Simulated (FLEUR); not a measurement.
# Ge (I4_1/amd) in FLEUR: notebook

The runs below take Ge through band structure, equation of state, with PBEsol, r2SCAN.

Everything below comes from runs of FLEUR MaX-R8.1 (later development tree). Logs are shortened: lines on timing, memory, paths and dates and some standing lists are left out, and cuts for length are marked.

## Step 1: Starting point

Symmetry: I4_1/amd, No. 141, tetragonal system. Conventional cell: a = 5.149 Å, b = 5.149 Å, c = 2.795 Å, α = 90.00°, β = 90.00°, γ = 90.00°. Ge (site symmetry -4m2) has 6 Ge at 2.67 to 2.79 Å as nearest neighbours.

This isn't the form of Ge at room conditions, which is diamond.

## Step 2: Band structure, PBEsol

File inp.xml:

```xml
<?xml version="1.0" encoding="UTF-8" standalone="no"?>
<fleurInput fleurInputVersion="0.39">
   <comment>
      Ge                                                                                                  
   </comment>
   <calculationSetup>
      <cutoffs Kmax="4.21" Gmax="13.0" GmaxXC="13.0" numbands="0"/>
      <scfLoop itmax="60" minDistance="0.00001" maxIterBroyd="15" imix="Anderson" alpha="0.05" precondParam="0.0" spinf="2.0" sdNocoIR="T"/>
      <coreElectrons ctail="T" frcor="F" kcrel="0" coretail_lmax="0"/>
      <xcFunctional name="PBEs" relativisticCorrections="F"/>
      <magnetism jspins="1"/>
      <soc l_soc="F" theta="0.0" phi="0.0" spav="F"/>
      <expertModes spex="0" secvar="F"/>
      <geometryOptimization l_f="F" forcealpha="1.0" forcemix="BFGS" epsdisp="0.00001" epsforce="0.00001"/>
      <ldaU l_linMix="F" mixParam="0.05" spinf="1.0"/>
   </calculationSetup>
   <cell>
      <bzIntegration valenceElectrons="44.0" mode="hist" fermiSmearingEnergy="0.00183747">
         <kPointListSelection listName="default-1"/>
         <!-- k-points included here -->
         <xi:include xmlns:xi="http://www.w3.org/2001/XInclude" href="kpts.xml"> </xi:include>
      </bzIntegration>
      <!-- symmetry operations included here -->
      <xi:include xmlns:xi="http://www.w3.org/2001/XInclude" href="sym.xml"> </xi:include>
      <bulkLattice scale="1.0">
         <bravaisMatrix>
            <row-1>   -4.8650804795084124     4.8650804795084124     2.6407271787013786</row-1>
            <row-2>    4.8650804795084124    -4.8650804795084124     2.6407271787013786</row-2>
            <row-3>    4.8650804795084124     4.8650804795084124    -2.6407271787013786</row-3>
         </bravaisMatrix>
      </bulkLattice>
   </cell>
   <atomSpecies>
      <species name="Germanium (Ge)" element="Ge" atomicNumber="32">
         <mtSphere radius="2.33" gridPoints="771" logIncrement="0.016"/>
         <atomicCutoffs lmax="9" lnonsphr="9"/>
         <electronConfig flipSpins="F">
            <coreConfig>(1s1/2) (2s1/2) (2p1/2) (2p3/2)</coreConfig>
            <valenceConfig>(3s1/2) (3p1/2) (3p3/2) (4s1/2) (3d3/2) (3d5/2) (4p1/2) (4p3/2)</valenceConfig>
            <stateOccupation state="(4p1/2)" spinUp="0.333333" spinDown="0.333333"/>
            <stateOccupation state="(4p3/2)" spinUp="0.666667" spinDown="0.666667"/>
         </electronConfig>
         <energyParameters s="4" p="4" d="3" f="4"/>
         <lo type="SCLO" l="0" n="3" eDeriv="0"/>
         <lo type="SCLO" l="1" n="3" eDeriv="0"/>
         <lo type="SCLO" l="1" n="3" eDeriv="1"/>
         <lo type="HELO" l="2" n="4" eDeriv="0"/>
         <lo type="HELO" l="2" n="4" eDeriv="1"/>
         <lo type="SCLO" l="3" n="4" eDeriv="2"/>
      </species>
   </atomSpecies>
   <atomGroups>
      <atomGroup species="Germanium (Ge)">
         <relPos label="                   1">-3.000/8.000 3.000/8.000 -1.000/4.000</relPos>
         <relPos label="                   2">3.000/8.000 -3.000/8.000 1.000/4.000</relPos>
         <force calculate="T" relaxXYZ="TTT"/>
      </atomGroup>
   </atomGroups>
   <output dos="F" band="F" slice="F">
      <checks vchk="F" cdinf="F"/>
      <bandDOS minEnergy="-.5*Htr" maxEnergy="0.5*Htr" sigma="0.015" storeEVData="T"/>
      <vacuumDOS vacdos="F" integ="F" star="F" nstars="0" locx1="0.0" locy1="0.0" locx2="0.0" locy2="0.0" nstm="0" tworkf="0.0"/>
      <unfoldingBand unfoldBand="F" supercellX="1" supercellY="1" supercellZ="1"/>
      <plotting iplot="0" polar="F">
         <plot TwoD="T" vec1="  1.0  0.0  0.0" vec2="  0.0  1.0  0.0" vec3="  0.0  0.0  1.0" zero="  0.0  0.0  0.0" file="plot"/>
      </plotting>
      <chargeDensitySlicing numkpt="0" minEigenval="0.0" maxEigenval="0.0" nnne="0" pallst="F"/>
      <specialOutput eonly="F"/>
      <moessbauerParams electricFieldGradient="T" isomerShift="T" coreHyperfine="T" valenceHyperfine="T"/>
      <magneticCircularDichroism mcd="F" energyLo="-10.0" energyUp="0.0"/>
   </output>
  <!-- We include the file relax.xml here to enable relaxations (see documentation) -->
  <xi:include xmlns:xi="http://www.w3.org/2001/XInclude" href="relax.xml"> <xi:fallback/> </xi:include>
</fleurInput>
```

File crystal.txt:

```
Ge
&input cartesian=F /
-2.5744897190  2.5744897190  1.3974126432
2.5744897190  -2.5744897190  1.3974126432
2.5744897190  2.5744897190  -1.3974126432
1.8897261246
1.0 1.0 1.0

2
32 0.5000000000  0.5000000000  0.0000000000
32 0.2500000000  0.7500000000  0.5000000000

&kpt div1=11 div2=11 div3=11 gamma=T /
```

File inp.xml (bands):

```
<?xml version="1.0" encoding="UTF-8" standalone="no"?>
<fleurInput fleurInputVersion="0.39">
   <comment>
      Ge                                                                                                  
   </comment>
   <calculationSetup>
      <cutoffs Kmax="4.21" Gmax="13.0" GmaxXC="13.0" numbands="0"/>
      <scfLoop itmax="60" minDistance="0.00001" maxIterBroyd="15" imix="Anderson" alpha="0.05" precondParam="0.0" spinf="2.0" sdNocoIR="T"/>
      <coreElectrons ctail="T" frcor="F" kcrel="0" coretail_lmax="0"/>
      <xcFunctional name="PBEs" relativisticCorrections="F"/>
      <magnetism jspins="1"/>
      <soc l_soc="F" theta="0.0" phi="0.0" spav="F"/>
      <expertModes spex="0" secvar="F"/>
      <geometryOptimization l_f="F" forcealpha="1.0" forcemix="BFGS" epsdisp="0.00001" epsforce="0.00001"/>
      <ldaU l_linMix="F" mixParam="0.05" spinf="1.0"/>
   </calculationSetup>
   <cell>
      <bzIntegration valenceElectrons="44.0" mode="hist" fermiSmearingEnergy="0.00183747">
         <kPointListSelection listName="path-1"/>
         <!-- k-points included here -->
         <xi:include xmlns:xi="http://www.w3.org/2001/XInclude" href="kpts.xml"> </xi:include>
      </bzIntegration>
      <!-- symmetry operations included here -->
      <xi:include xmlns:xi="http://www.w3.org/2001/XInclude" href="sym.xml"> </xi:include>
      <bulkLattice scale="1.0">
         <bravaisMatrix>
            <row-1>   -4.8650804795084124     4.8650804795084124     2.6407271787013786</row-1>
            <row-2>    4.8650804795084124    -4.8650804795084124     2.6407271787013786</row-2>
            <row-3>    4.8650804795084124     4.8650804795084124    -2.6407271787013786</row-3>
         </bravaisMatrix>
      </bulkLattice>
   </cell>
   <atomSpecies>
      <species name="Germanium (Ge)" element="Ge" atomicNumber="32">
         <mtSphere radius="2.33" gridPoints="771" logIncrement="0.016"/>
         <atomicCutoffs lmax="9" lnonsphr="9"/>
         <electronConfig flipSpins="F">
            <coreConfig>(1s1/2) (2s1/2) (2p1/2) (2p3/2)</coreConfig>
            <valenceConfig>(3s1/2) (3p1/2) (3p3/2) (4s1/2) (3d3/2) (3d5/2) (4p1/2) (4p3/2)</valenceConfig>
            <stateOccupation state="(4p1/2)" spinUp="0.333333" spinDown="0.333333"/>
            <stateOccupation state="(4p3/2)" spinUp="0.666667" spinDown="0.666667"/>
         </electronConfig>
         <energyParameters s="4" p="4" d="3" f="4"/>
         <lo type="SCLO" l="0" n="3" eDeriv="0"/>
         <lo type="SCLO" l="1" n="3" eDeriv="0"/>
         <lo type="SCLO" l="1" n="3" eDeriv="1"/>
         <lo type="HELO" l="2" n="4" eDeriv="0"/>
         <lo type="HELO" l="2" n="4" eDeriv="1"/>
         <lo type="SCLO" l="3" n="4" eDeriv="2"/>
      </species>
   </atomSpecies>
   <atomGroups>
      <atomGroup species="Germanium (Ge)">
         <relPos label="                   1">-3.000/8.000 3.000/8.000 -1.000/4.000</relPos>
         <relPos label="                   2">3.000/8.000 -3.000/8.000 1.000/4.000</relPos>
         <force calculate="T" relaxXYZ="TTT"/>
      </atomGroup>
   </atomGroups>
   <output dos="F" band="T" slice="F">
      <checks vchk="F" cdinf="F"/>
      <bandDOS minEnergy="-.5*Htr" maxEnergy="0.5*Htr" sigma="0.015" storeEVData="T"/>
      <vacuumDOS vacdos="F" integ="F" star="F" nstars="0" locx1="0.0" locy1="0.0" locx2="0.0" locy2="0.0" nstm="0" tworkf="0.0"/>
      <unfoldingBand unfoldBand="F" supercellX="1" supercellY="1" supercellZ="1"/>
      <plotting iplot="0" polar="F">
         <plot TwoD="T" vec1="  1.0  0.0  0.0" vec2="  0.0  1.0  0.0" vec3="  0.0  0.0  1.0" zero="  0.0  0.0  0.0" file="plot"/>
      </plotting>
      <chargeDensitySlicing numkpt="0" minEigenval="0.0" maxEigenval="0.0" nnne="0" pallst="F"/>
      <specialOutput eonly="F"/>
      <moessbauerParams electricFieldGradient="T" isomerShift="T" coreHyperfine="T" valenceHyperfine="T"/>
      <magneticCircularDichroism mcd="F" energyLo="-10.0" energyUp="0.0"/>
   </output>
  <!-- We include the file relax.xml here to enable relaxations (see documentation) -->
  <xi:include xmlns:xi="http://www.w3.org/2001/XInclude" href="relax.xml"> <xi:fallback/> </xi:include>
</fleurInput>
```

Potentials or basis: all-electron, FLAPW.

Command:

```console
$ inpgen -f crystal.txt -profile fastHighL
$ # inp.xml edited to the form shown
$ fleur_MPI
$ fleur_MPI   # second run, on inp.xml (bands)
```

The program printed:

```text
Welcome to FLEUR        (www.flapw.de)
      MaX-Release 8.1          (www.max-centre.eu)

 ========== k-point set info ==========
 Selected k-point list: default-1
 k-point list type: mesh
 11 x 11 x 11
 Number of k points: 126

 ------------Calculation Setup---------------------------
 Number of MPI-tasks      :            1
 Number of PE/node        :            1
 Number of OMP-threads    :            1
 Most efficient MPI parallelization for:
           1           2           3           6           7           9          14          18          21          42          63         126
 Additional eigenvalue parallelization possible
 Number of basis functions:          417
 Approximate size of matrices (H+S) per k-point:         0.003 GB
 --------------------------------------------------------
 Iteration:     1   Distance:       4.70899826 me/bohr^3
 Iteration:     2   Distance:       4.34804673 me/bohr^3
 Iteration:     3   Distance:       2.06422513 me/bohr^3
 Iteration:     4   Distance:       0.18972551 me/bohr^3
 Iteration:     5   Distance:       0.17854726 me/bohr^3
 Iteration:     6   Distance:       0.02251147 me/bohr^3
 Iteration:     7   Distance:       0.01545095 me/bohr^3
 Iteration:     8   Distance:       0.00184852 me/bohr^3
 Iteration:     9   Distance:       0.00034820 me/bohr^3
 Iteration:    10   Distance:       0.00031844 me/bohr^3
 Iteration:    11   Distance:       0.00001077 me/bohr^3
 Iteration:    12   Distance:       0.00000657 me/bohr^3

 ********************************************************************
 Run finished successfully
 Stop message:
   all done
 ********************************************************************
```

output (bands):

```text
Welcome to FLEUR        (www.flapw.de)
      MaX-Release 8.1          (www.max-centre.eu)

 ========== k-point set info ==========
 Selected k-point list: path-1
 k-point list type: path
 Number of k points: 60

 ------------Calculation Setup---------------------------
 Number of MPI-tasks      :            1
 Number of PE/node        :            1
 Number of OMP-threads    :            1
 Most efficient MPI parallelization for:
           1           2           3           4           5           6          10          12          15          20          30          60
 Additional eigenvalue parallelization possible
 Number of basis functions:          420
 Approximate size of matrices (H+S) per k-point:         0.003 GB
 --------------------------------------------------------
 Fermi energy correction for metals:
 Fermi energy in bands.* files may not be consistent with last density.
 Please correct it manually (e.g. in band.gnu file).

 Note: Band structure data (together with different weights) is also stored in the banddos.hdf file.
       A convenient way of extracting and plotting the data from that file is by making use of the

 ********************************************************************
 Run finished successfully
 Stop message:
   Charge density postprocessing done.
 ********************************************************************
```

out.xml (last iteration):

```text
<iteration numberForCurrentRun="   12" overallNumber="   12">
         <energyParameters units="Htr">
            <atomicEP atomType="1" spin="1" branch="4s" branchLowest="-5.71" branchHighest="0.77" value="-0.0413862821"/>
            <atomicEP atomType="1" spin="1" branch="4p" branchLowest="-3.77" branchHighest="1.41" value="0.1918187427"/>
            <atomicEP atomType="1" spin="1" branch="3d" branchLowest="-9.99" branchHighest="-0.59" value="-0.6024361954"/>
            <atomicEP atomType="1" spin="1" branch="4f" branchLowest="-9.99" branchHighest="3.28" value="0.5646421198"/>
            <loAtomicEP atomType="1" spin="1" branch="3s" branchLowest="-49.89" branchHighest="-5.71" value="-5.7093061663"/>
            <loAtomicEP atomType="1" spin="1" branch="3p" branchLowest="-43.54" branchHighest="-3.77" value="-3.7749525219"/>
            <loAtomicEP atomType="1" spin="1" branch="3p" branchLowest="-43.54" branchHighest="-3.77" value="-3.7749525219"/>
            <heloAtomicEP atomType="1" spin="1" branch="4d" branchLowest="1.92" branchHighest="1.92" value="1.9183272771"/>
            <heloAtomicEP atomType="1" spin="1" branch="4d" branchLowest="1.92" branchHighest="1.92" value="1.9183272771"/>
            <loAtomicEP atomType="1" spin="1" branch="4f" branchLowest="-9.99" branchHighest="3.28" value="0.5646454128"/>
         </energyParameters>
         <eigenvalues>
            <eigenvaluesAt spin="1" ikpt="1" k_x="0.00000000" k_y="0.00000000" k_z="0.00000000">
                      -5.7093182200       -5.7092981456       -3.7733221948       -3.7733168643       -3.7726874460
                      -3.7726874460       -3.7725440861       -3.7725440861       -0.6165941295       -0.6149653542
                      -0.6138410480       -0.6137790900       -0.6099115737       -0.6099115737       -0.6096754863
                      -0.6096754863       -0.6074047123       -0.6049468930       -0.1967224472        0.1430234196
                       0.2065615604        0.2065615604        0.4112529417        0.5714882649        0.5714882649
                       0.5918962206        0.5996056944        0.7147827263        0.7503960751        0.7965336823
                       0.8300373224        0.8300373224        0.8426136170        0.8426872210
            </eigenvaluesAt>
            <eigenvaluesAt spin="1" ikpt="2" k_x="0.00000000" k_y="0.00000000" k_z="0.09090909">
                      -5.7093178127       -5.7092985531       -3.7733221617       -3.7733170687       -3.7726845161
                      -3.7726844244       -3.7725469752       -3.7725468941       -0.6164316519       -0.6149956176
                      -0.6138767320       -0.6136935616       -0.6099820683       -0.6098273433       -0.6096321267
[... 37 lines left out ...]
            <state n="2" l="1" j="0.5" energy="-44.3347293391" weight="1.0000000000"/>
            <state n="2" l="1" j="1.5" energy="-43.1648169037" weight="2.0000000000"/>
         </coreStates>
         <allElectronCharges>
            <spinDependentCharge spin="1" total="64.0000000" interstitial="3.3828142" mtSpheres="60.6171858"/>
            <totalCharge value="64.0000000003"/>
         </allElectronCharges>
         <moessbauerParams unitsHFF="kG" unitsIS="e/bohr^3" unitsEFG="Htr/bohr^2">
            <coreIsomerShift atomType="1" isTotal="31396.16439">
               <shell n="1" l="0" isomerShift="28504.50680"/>
               <shell n="2" l="0" isomerShift="2866.47346"/>
               <shell n="2" l="1" isomerShift="25.18413"/>
            </coreIsomerShift>
            <isomerShift atomType="1" nucleusRadius="0.0000986" averageDensity="31867.19411"/>
            <electricFieldGradient atomType="1" VXX="-0.13724" VYY="-0.13724" VZZ="0.27447" asymParam="0.00000">
            </electricFieldGradient>
         </moessbauerParams>
         <totalEnergy                                    value="    -4195.1088546211" units="Htr">
            <sumOfEigenvalues                            value="    -2409.4003773684">
               <coreElectrons value="-2329.8177824550"/>
               <valenceElectrons value="-79.5825949134"/>
            </sumOfEigenvalues>
            <densityCoulombPotentialIntegral value="-6486.6569406409"/>
            <densityEffectivePotentialIntegral value="-6691.8081155972"/>
            <chargeDenXCDenIntegral value="-156.3999943276"/>
            <FockExchangeEnergyValence value="0.0000000000"/>
            <FockExchangeEnergyCore value="0.0000000000"/>
            <atomTypeDependentContributions atomType="1">
               <electronNucleiInteractionDifferentMTs value="5047.2131679538"/>
               <MadelungTerm value="-30.5749602481"/>
            </atomTypeDependentContributions>
            <tkbTimesEntropy value="0.0002948359"/>
            <freeEnergy value="-4195.1091494570"/>
            <extrapolationTo0K value="-4195.1090020390"/>
         </totalEnergy>
         <densityConvergence units="me/bohr^3">
            <chargeDensity spin="1" distance="0.0000065685"/>
         </densityConvergence>
      </iteration>
```

It took 84 s on 1 thread of Arm Neoverse V1, shared host; peak memory 0.07 GiB.

Results:

| Property | Result |
| --- | --- |
| Free energy | -114154.7354 eV |
| Band gap along the path | none (metal or under the smearing width) |
| Valence electrons inside the program's atomic spheres | Ge 20.31 (radii Ge 2.33 bohr) |

Levels at the corners of the path, in eV from the Fermi level:
```
point  band 18  band 19  band 20  band 21  band 22  band 23  band 24  band 25  band 26  band 27
    Γ   -24.44   -13.33    -4.09    -2.36    -2.36     3.21     7.57     7.57     8.12     8.33
    X   -24.53   -10.59   -10.59     0.59     0.59     1.88     1.88     7.51     7.51    11.35
    M   -24.57    -8.90    -8.90    -5.95    -5.95     6.13     6.13    10.99    10.99    15.32
    Γ   -24.44   -13.33    -4.09    -2.36    -2.36     3.21     7.57     7.57     8.12     8.33
    Z   -24.50    -7.44    -6.48    -3.84    -3.64    -3.64     3.79     6.60     6.60    10.79
    P   -24.51    -6.90    -6.90    -4.37    -4.37     4.22     4.22     4.88     4.88     8.07
    N   -24.49    -8.07    -6.41    -2.66    -2.03    -1.37     2.43     3.54     5.49     8.75
   Z1   -24.50    -7.44    -6.48    -3.84    -3.64    -3.64     3.79     6.60     6.60    10.79
    M   -24.57    -8.90    -8.90    -5.95    -5.95     6.13     6.13    10.99    10.99    15.32
    X   -24.53   -10.59   -10.59     0.59     0.59     1.88     1.88     7.51     7.51    11.35
    P   -24.51    -6.90    -6.90    -4.37    -4.37     4.22     4.22     4.88     4.88     8.07
```

Core levels (eV from the Fermi level):
```tsv
atom	levels
1 Ge	1s1/2 -10944.3, 2s1/2 -1365.5, 2p1/2 -1214.4, 2p3/2 -1182.6
2 Ge	1s1/2 -10944.3, 2s1/2 -1365.5, 2p1/2 -1214.4, 2p3/2 -1182.6
```

(Continued in part 2 of 2.)
